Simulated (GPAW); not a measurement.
SnO2 (Cassiterite):

```
CELL_PARAMETERS angstrom
4.73800 0.00000 0.00000
0.00000 4.73800 0.00000
0.00000 0.00000 3.18650
ATOMIC_POSITIONS crystal
Sn 0.50000 0.50000 0.50000
Sn 0.00000 0.00000 0.00000
O 0.80710 0.19290 0.50000
O 0.19290 0.80710 0.50000
O 0.30710 0.30710 0.00000
O 0.69290 0.69290 0.00000
```

Base run:

| Quantity | Value |
| --- | --- |
| Program | GPAW 26.7.0 |
| Functional | PW91 |
| Potentials or basis | PAW data sets generated in the run's folder for this functional |
| Cutoff | 800 eV |
| Basis | pw |
| k mesh | 4 × 4 × 5 |
| Occupations | fermi-dirac, width 0.05 eV |
| Spin | spin-orbit coupling, no magnetisation |

Its results: band gap on the k mesh 1.30 eV, direct; pressure 8.6 GPa; largest force 0.252 eV/Å.

Q: The run is repeated on the same cell with these changes: functional from PW91 to PBEint; spin axis theta (degrees) from 0 to 90. What comes out?

A: Band gap on the k mesh 1.25 eV, direct; pressure 5.7 GPa; largest force 0.211 eV/Å.

Caveats: spin-orbit coupling was added after a scalar SCF, so levels and gaps hold it while energy, forces, pressure and moments don't; this program's spin-orbit splittings come out too wide for heavy elements.

Not every run made on this cell is shown here.
